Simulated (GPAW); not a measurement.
# CdGeAs2 (I-42d) in GPAW: further runs

Aim: see how the results for CdGeAs2 move with the level of theory and the settings. Levels: PBE, PBEsol. Tasks: band structure.

Program: GPAW 26.7.0. These are calculated values, not measurements. Logs are shortened: lines on timing, memory, paths and dates and some standing lists are left out, and cuts for length are marked. The log counts tension as positive stress, the text compression.

**What was measured.**

A printed reference work, data compilation, original work of 1975 reports, for a bulk crystal of CdGeAs2 at 300 K: band gap 0.57 eV (direct).

How close the calculation comes is told below.

### Step 1. The crystal as given

Symmetry: I-42d, No. 122, tetragonal system. Conventional cell: a = 5.978 Å, b = 5.978 Å, c = 11.329 Å, α = 90.00°, β = 90.00°, γ = 90.00°. Around Cd (site symmetry -4) lie 4 As at 2.65 Å. As (site symmetry 2) is surrounded by 2 Ge at 2.45 Å and 2 Cd at 2.65 Å. Ge (site symmetry -4) has 4 As at 2.45 Å as nearest neighbours.

The cell is a database's computed one.

### Step 2. Band structure, PBE

Contents of run.py:

```python
from ase import Atoms
from ase.dft.bandgap import bandgap
from ase.io import write
from ase.units import GPa
from gpaw import GPAW, PW

atoms = Atoms(['Cd', 'Cd', 'As', 'As', 'As', 'As', 'Ge', 'Ge'],
              cell=[[-2.9888745628, 2.9888745628, 5.6642966801],
                    [2.9888745628, -2.9888745628, 5.6642966801],
                    [2.9888745628, 2.9888745628, -5.6642966801]],
              scaled_positions=[[0.5, 0.5, 0.0],
                                [0.25, 0.75, 0.5],
                                [0.09621757, 0.125, 0.47121757],
                                [0.375, 0.90378243, 0.02878243],
                                [0.65378243, 0.625, 0.52878243],
                                [0.875, 0.34621757, 0.97121757],
                                [0.75, 0.25, 0.5],
                                [0.0, 0.0, 0.0]],
              pbc=True)

calc = GPAW(mode=PW(600),
            xc='PBE',
            kpts={'size': (4, 4, 4), 'gamma': True},
            occupations={'name': 'fermi-dirac', 'width': 0.05},
            nbands=45,
            convergence={'density': 1e-05, 'energy': 1e-05},
            maxiter=150,
            txt='gpaw.txt')
atoms.calc = calc
energy = atoms.get_potential_energy()
forces = atoms.get_forces()
stress = atoms.get_stress()
calc.write('gs.gpw')
write('result.traj', atoms)
print(f'Energy: {energy:.6f} eV')
print('Forces (eV/A):')
print(forces.round(4))
print('Stress (GPa):', (stress / GPa).round(3))
print('Fermi level:', round(calc.get_fermi_level(), 4), 'eV')
print(f'Gap: {bandgap(calc)[0]:.4f} eV, direct: {bandgap(calc, direct=True)[0]:.4f} eV')

path = atoms.cell.bandpath('GXYSGZS1NPY1Z,XP', npoints=80, eps=1e-4)
bs_calc = calc.fixed_density(kpts=path, symmetry='off', nbands=78,
                             convergence={'bands': 'CBM+6.0', 'eigenstates': 1e-6}, txt='bands.txt')
bs = bs_calc.band_structure()
bs.write('bs.json')
print(f'Gap on the path: {bandgap(bs_calc)[0]:.4f} eV')
```

Potentials or basis: GPAW PAW data sets (gpaw-data 1.2.1), pw.

On the command line:

```sh
> OMP_NUM_THREADS=1 python run.py
```

gpaw.txt:

```text
__  _  _
 | _ |_)|_||  |
 |__||  | ||/\| - 26.7.0

Input parameters:
  mode=PW(ecut=600.0),
  convergence={'density': 1e-05, 'energy': 1e-05},
  kpts=MonkhorstPack(size=(4, 4, 4), gamma=True),
  maxiter=150,
  nbands=45,
  occupations=Occupations(name='fermi-dirac', width=0.05),
  xc=XC(name='PBE')

Diagonalizing LCAO Hamiltonian
Converting LCAO to pw mode

           As
        Cd
             As
          Ge  As
               Cd

        Ge
            As

Atoms  # Å, Bohr magnetons
|   | symbol |         x |         y |         z |    initial magnetic moments |
|---|--------|-----------|-----------|-----------|-----------------------------|
| 0 |     Cd |  0.000000 |  0.000000 |  5.664297 | ( 0.0000,  0.0000,  0.0000) |
| 1 |     Cd |  2.988875 |  0.000000 |  2.832148 | ( 0.0000,  0.0000,  0.0000) |
| 2 |     As |  1.494437 |  1.322383 | -1.416074 | ( 0.0000,  0.0000,  0.0000) |
| 3 |     As |  1.666491 | -1.494437 |  7.080371 | ( 0.0000,  0.0000,  0.0000) |
| 4 |     As |  1.494437 |  1.666491 |  4.248223 | ( 0.0000,  0.0000,  0.0000) |
| 5 |     As |  1.322383 |  4.483312 |  1.416074 | ( 0.0000,  0.0000,  0.0000) |
| 6 |     Ge | -0.000000 |  2.988875 |  2.832148 | ( 0.0000,  0.0000,  0.0000) |
| 7 |     Ge |  0.000000 |  0.000000 |  0.000000 | ( 0.0000,  0.0000,  0.0000) |

Unit cell  # Å
| periodic |         x |         y |         z |  lengths |     angles |
|----------|-----------|-----------|-----------|----------|------------|
|      yes | -2.988875 |  2.988875 |  5.664297 | 7.067602 | 129.964632 |
|      yes |  2.988875 | -2.988875 |  5.664297 | 7.067602 | 129.964632 |
|      yes |  2.988875 |  2.988875 | -5.664297 | 7.067602 |  73.463313 |

Number of symmetries: 4
Symmetry operations  # r_c * U_cc + t_c -> r_c
|   | kind |            matrix            |
|---|------|------------------------------|
| 0 |  E   |  1, 0, 0,  0, 1, 0,  0, 0, 1 |
| 1 |  C2  |  0, 1, 0,  1, 0, 0, -1,-1,-1 |
| 2 |  S4  |  0, 0, 1, -1,-1,-1,  0, 1, 0 |
| 3 |  S4  | -1,-1,-1,  0, 0, 1,  1, 0, 0 |

BZ-sampling:
  Number of BZ points: 64
  Number of IBZ points: 14

  Monkhorst-Pack size: [4, 4, 4]
  Monkhorst-Pack shift: [0.125, 0.125, 0.125]

K-points  # in reciprocal-cell coordinates
|     |                                coordinates |     weight |
|-----|--------------------------------------------|------------|
|   0 | (  0.00000000,   0.00000000,   0.00000000) | 0.01562500 |
|   1 | (  0.25000000,  -0.25000000,   0.00000000) | 0.06250000 |
|   2 | (  0.25000000,  -0.25000000,   0.25000000) | 0.06250000 |
|   3 | (  0.25000000,   0.00000000,   0.00000000) | 0.12500000 |
|   4 | (  0.25000000,   0.25000000,  -0.25000000) | 0.03125000 |
|   5 | (  0.25000000,   0.25000000,   0.25000000) | 0.03125000 |
|   6 | (  0.50000000,   0.00000000,   0.25000000) | 0.12500000 |
|   7 | (  0.50000000,   0.00000000,   0.50000000) | 0.06250000 |
|   8 | (  0.50000000,   0.25000000,   0.00000000) | 0.12500000 |
|   9 | (  0.50000000,   0.25000000,   0.25000000) | 0.12500000 |
| ... |                                            |            |
|  13 | (  0.50000000,   0.50000000,   0.50000000) | 0.01562500 |

Plane wave coefficients: 6764
Cutoff: 600.0 eV

Spin-components: 1 (collinear spins)
Bands:           45
Projectors:      42
Spin-degeneracy: 2
Datatype:        complex128

Parallelization:
  kpt:    1
  domain: 1
  band:   1

Density:
  Valence electrons: 52.0
  Components: 1
  Grid points: [40 40 40]
  Charge: 0.0  # |e|

Potential:
  Grid points: [40 40 40]

species:
  Cd:
    name:    Cadmium
    Z:       48.0
    valence: 12
    core:    36
    charge:  0.0  # [|e|]
    compensation charges:
      type: gauss
      rc: 0.38  # [Å]
      lmax: 2
    cutoffs:
      filter: 2.12  # [Å]
      core: 2.62  # [Å]
    projectors
    | kind |    occ | energy [eV] | rcut [Å] |
    |------|--------|-------------|----------|
    |   5s |  2.000 |      -5.655 |    1.191 |
    |   5p |  0.000 |      -1.186 |    1.228 |
    |   4d | 10.000 |     -11.739 |    1.164 |
    |    s |        |      21.556 |    1.191 |
    |    p |        |      26.026 |    1.228 |
    |    d |        |      15.473 |    1.164 |

    Using partial waves for Cd as LCAO basis

  As:
    name:    Arsenic
    Z:       33.0
    valence: 5
    core:    28
    charge:  0.0  # [|e|]
    compensation charges:
      type: gauss
      rc: 0.33  # [Å]
      lmax: 2
    cutoffs:
      filter: 1.87  # [Å]
      core: 2.96  # [Å]
    projectors
    | kind |    occ | energy [eV] | rcut [Å] |
    |------|--------|-------------|----------|
    |   4s |  2.000 |     -14.487 |    1.058 |
    |   4p |  3.000 |      -5.196 |    1.058 |
    |    s |        |      12.725 |    1.058 |
    |    p |        |      22.016 |    1.058 |
    |    d |        |       0.000 |    1.058 |

    Using partial waves for As as LCAO basis

  Ge:
    name:    Germanium
    Z:       32.0
    valence: 4
    core:    28
    charge:  0.0  # [|e|]
    compensation charges:
      type: gauss
      rc: 0.32  # [Å]
      lmax: 2
    cutoffs:
      filter: 1.77  # [Å]
      core: 3.42  # [Å]
    projectors
    | kind |    occ | energy [eV] | rcut [Å] |
    |------|--------|-------------|----------|
    |   4s |  2.000 |     -11.726 |    1.005 |
    |   4p |  2.000 |      -3.896 |    1.005 |
    |    s |        |      15.485 |    1.005 |
    |    p |        |      23.315 |    1.005 |
    |    d |        |       0.000 |    1.005 |

    Using partial waves for Ge as LCAO basis

Reference energy: -664553.406778  # eV

eigensolver:
  PPCG
  Converge bands: occupied
  niter=2

density mixing:
  MSR1-Mixer
  Pratt-step length: 0.05
  Maximum mixing coefficient: 0.75
  Old densities: 10
  SVD Regularization: 0.005
  Good broyden scale: 1.0
  Trust region scale: 1.0
  Backstep threshold: 4.0
  History deletion threshold: 6.0
  Fourier metric: weight=20.0, sigma=0.015

occupation numbers:
  Fermi-Dirac:
    width: 0.0500  # eV

poisson solver:
  ecut: 4800.0  # eV

xc functional:
  name: PBE with 2 nearest neighbor stencil

convergence criteria:
[... 6 lines left out ...]
|iter     | |      energy | eigst |  dens |
|---------|-|-------------|-------|-------|
|iter:   1| |  -31.008150 | -0.07 |       |
|iter:   2| |  -30.891024 | -2.32 | -1.10 |
|iter:   3| |  -30.447814 | -1.54 | -1.13 |
|iter:   4| |  -30.354740 | -2.44 | -1.61 |
|iter:   5| |  -30.315560 | -3.22 | -1.89 |
|iter:   6| |  -30.315437 | -4.60 | -2.37 |
|iter:   7| |  -30.315456c| -5.86 | -3.11 |
|iter:   8| |  -30.315461c| -7.00 | -3.66 |
|iter:   9| |  -30.315461c| -8.00c| -4.20 |
|iter:  10| |  -30.315461c| -7.80c| -4.62 |
|iter:  11| |  -30.315461c| -8.74c| -5.26c|

Converged in 11 steps
Energy contributions relative to reference atoms: (reference = -664553.406778)

Energy contributions:
  Kinetic:          78.828353
  Coulomb:         -71.945437
  Zero:              0.169435
  External:          0.000000
  Xc:              -37.366794
  Entropy:          -0.002035
  Spinorbit:         0.000000
  ----------------------------
  Free energy:     -30.316478
  Extrapolated:    -30.315461

dipole moment: (-17.222475, -22.008896, 0.261336)  # |e|*Ang

Fermi level: 4.842
Eigenvalues  # (at kpt = [0.000, 0.000, 0.000])
| band index |      eig [eV] | occ [0-2] |
|------------|---------------|-----------|
|          0 |        -7.996 |     2.000 |
|        ... |               |           |
|         18 |         0.869 |     2.000 |
|         19 |         1.228 |     2.000 |
|         20 |         1.751 |     2.000 |
|         21 |         2.727 |     2.000 |
|         22 |         2.727 |     2.000 |
|         23 |         4.641 |     1.965 |
[... 8 lines left out ...]
|         32 |         8.739 |     0.000 |
|         33 |         9.394 |     0.000 |
|        ... |               |           |
|         44 |        14.465 |     0.000 |

Gap: 0.216 eV
Transition (v -> c):
  (s=0, k=0, n=25, [0.00, 0.00, 0.00]) -> (s=0, k=0, n=26, [0.00, 0.00, 0.00])
No difference between direct/indirect transitions

Forces  # eV/Ang
|        x |        y |        z |
|----------|----------|----------|
|  0.00000 |  0.00000 | -0.00000 |  # Cd   0
|  0.00000 | -0.00000 |  0.00000 |  # Cd   1
| -0.00001 |  0.19519 |  0.00001 |  # As   2
| -0.19519 | -0.00001 | -0.00001 |  # As   3
|  0.00001 | -0.19519 |  0.00001 |  # As   4
|  0.19519 |  0.00001 | -0.00001 |  # As   5
|  0.00000 |  0.00000 |  0.00000 |  # Ge   6
|  0.00000 |  0.00000 | -0.00000 |  # Ge   7

Stress tensor  # eV/Ang^3
|         x |         y |         z |
|-----------|-----------|-----------|
| -0.014074 |  0.000000 |  0.000000 |
|  0.000000 | -0.014074 | -0.000000 |
|  0.000000 | -0.000000 | -0.013376 |

# Writing to gs.gpw (mode='')
```

Wall time 10 min (1 thread of Arm Neoverse V2, shared host); peak memory 1.2 GiB.

What came out:

- Free energy: -30.3165 eV
- Pressure: 2.2 GPa
- Largest force: 0.195 eV/Å
- Band gap on the k mesh: 0.22 eV, direct
- Band gap along the path: 0.04 eV, indirect (least direct gap 0.22 eV)

Forces on the atoms (eV/Å):
```
Cd   0.000  0.000  0.000
Cd   0.000  0.000  0.000
As   0.000  0.195  0.000
As  -0.195  0.000  0.000
As   0.000 -0.195  0.000
As   0.195  0.000  0.000
Ge   0.000  0.000  0.000
Ge   0.000  0.000  0.000
```

Levels at the corners of the path, in eV from the valence-band top:
| point | band 24 | band 25 | band 26 | band 27 | band 28 | band 29 |
| --- | --- | --- | --- | --- | --- | --- |
| Γ | -0.24 | -0.18 | -0.18 | 0.04 | 1.31 | 1.71 |
| X | -1.11 | -0.61 | -0.61 | 0.65 | 0.65 | 2.42 |
| Y | -1.21 | -0.93 | -0.93 | 1.05 | 1.05 | 2.88 |
| S | -1.79 | -1.04 | -0.53 | 1.39 | 1.94 | 2.08 |
| Γ | -0.24 | -0.18 | -0.18 | 0.04 | 1.31 | 1.71 |
| Z | -1.88 | -1.02 | -1.02 | 1.38 | 1.38 | 1.61 |
| S1 | -1.79 | -1.04 | -0.53 | 1.39 | 1.94 | 2.08 |
| N | -1.57 | -1.28 | -0.70 | 1.75 | 1.99 | 2.63 |
| P | -1.05 | -1.01 | -1.01 | 1.37 | 1.37 | 1.99 |
| Y1 | -1.21 | -0.93 | -0.93 | 1.05 | 1.05 | 2.88 |
| Z | -1.88 | -1.02 | -1.02 | 1.38 | 1.38 | 1.61 |
| X | -1.11 | -0.61 | -0.61 | 0.65 | 0.65 | 2.42 |
| P | -1.05 | -1.01 | -1.01 | 1.37 | 1.37 | 1.99 |

Caveat: the mesh misses the band edges, which the band path finds closer together.

### Step 3. Band structure, PBEsol

run.py, as its differences from that of step 2:

```diff
@@ -4,3 +4,5 @@
 from ase.units import GPa
-from gpaw import GPAW, PW
+from gpaw import GPAW, PW, setup_paths
+
+setup_paths.insert(0, '.')
 
@@ -21,3 +23,3 @@
 calc = GPAW(mode=PW(600),
-            xc='PBE',
+            xc='PBEsol',
             kpts={'size': (4, 4, 4), 'gamma': True},
```

Potentials or basis: PAW data sets generated in the run's folder for this functional, pw.

On the command line:

```sh
> gpaw-setup -f PBEsol As Cd Ge
> OMP_NUM_THREADS=1 python run.py
```

Run time: 10 min. Hardware: 1 thread of Arm Neoverse V2, shared host; peak memory 1.2 GiB.

It converged, with:

```
Free energy             : -33.5051 eV
Pressure                : -0.7 GPa
Largest force           : 0.228 eV/Å
Band gap on the k mesh  : 0.22 eV, direct
Band gap along the path : 0.04 eV, indirect (least direct gap 0.20 eV)
```

Forces on the atoms (eV/Å):
```
Cd   0.000  0.000  0.000
Cd   0.000  0.000  0.000
As   0.000  0.228  0.000
As  -0.228  0.000  0.000
As   0.000 -0.228  0.000
As   0.228  0.000  0.000
Ge   0.000  0.000  0.000
Ge   0.000  0.000  0.000
```

Levels at the corners of the path, in eV from the valence-band top:
| point | band 22 | band 23 | band 24 | band 25 | band 26 | band 27 | band 28 | band 29 | band 30 | band 31 |
| --- | --- | --- | --- | --- | --- | --- | --- | --- | --- | --- |
| Γ | -2.17 | -2.17 | -0.31 | -0.18 | -0.18 | 0.04 | 1.21 | 1.64 | 2.83 | 2.83 |
| X | -1.84 | -1.12 | -1.12 | -0.62 | -0.62 | 0.59 | 0.59 | 2.37 | 2.37 | 3.73 |
| Y | -2.17 | -1.22 | -1.22 | -0.95 | -0.95 | 1.00 | 1.00 | 2.83 | 2.83 | 3.30 |
| S | -2.71 | -2.10 | -1.81 | -1.05 | -0.53 | 1.33 | 1.90 | 2.02 | 2.64 | 3.57 |
| Γ | -2.17 | -2.17 | -0.31 | -0.18 | -0.18 | 0.04 | 1.21 | 1.64 | 2.83 | 2.83 |
| Z | -2.32 | -1.89 | -1.89 | -1.03 | -1.03 | 1.32 | 1.32 | 1.52 | 1.52 | 2.58 |
| S1 | -2.71 | -2.10 | -1.81 | -1.05 | -0.53 | 1.33 | 1.90 | 2.02 | 2.64 | 3.57 |
| N | -2.66 | -2.15 | -1.58 | -1.29 | -0.71 | 1.72 | 1.95 | 2.58 | 3.32 | 3.76 |
| P | -2.27 | -1.06 | -1.06 | -1.02 | -1.02 | 1.33 | 1.33 | 1.93 | 1.93 | 3.80 |
| Y1 | -2.17 | -1.22 | -1.22 | -0.95 | -0.95 | 1.00 | 1.00 | 2.83 | 2.83 | 3.30 |
| Z | -2.32 | -1.89 | -1.89 | -1.03 | -1.03 | 1.32 | 1.32 | 1.52 | 1.52 | 2.58 |
| X | -1.84 | -1.12 | -1.12 | -0.62 | -0.62 | 0.59 | 0.59 | 2.37 | 2.37 | 3.73 |
| P | -2.27 | -1.06 | -1.06 | -1.02 | -1.02 | 1.33 | 1.33 | 1.93 | 1.93 | 3.80 |

Caveat: the mesh misses the band edges, which the band path finds closer together.

### Step 4. Against experiment

Step 2. Against the measured direct gap of CdGeAs2, 0.57 eV (direct; 300 K; a printed reference work, data compilation, original work of 1975), the calculated 0.22 eV is off by -0.35 eV. Spin-orbit coupling on As, Cd, Ge is left out. The value is that of PBE, without temperature or zero-point motion. Semilocal functionals fall short of measured gaps as a rule. The cell is a database's relaxed one, not the measured one, which moves gaps too.

Step 3. Measured direct gap of CdGeAs2: 0.57 eV (direct; 300 K; a printed reference work, data compilation, original work of 1975). This calculation gives 0.20 eV (-0.37 eV). Spin-orbit coupling on As, Cd, Ge is left out. The value is that of PBEsol, without temperature or zero-point motion. Semilocal functionals fall short of measured gaps as a rule. The cell is a database's relaxed one, not the measured one, which moves gaps too.
